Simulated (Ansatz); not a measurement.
System: rutile RuO2. Method: r²SCAN (plane waves, PAW; Ansatz, a first-principles code).

Settings: plane-wave cutoff 500 eV, 14×8×1 k mesh (along the axes of the cell as run), Fermi–Dirac smearing 0.05 eV, scalar-relativistic PAW data made under PBE.

**Question.** What does this level give for the surface energy of the (110) face and work function of the (110) face?

**Answer.** 
- surface energy of the (110) face = 1.40 J/m²
- work function of the (110) face = 5.53 eV

The slab of 24 atoms is relaxed and unreconstructed.

Cost on a shared machine: about 60 core-minutes (a rough figure).
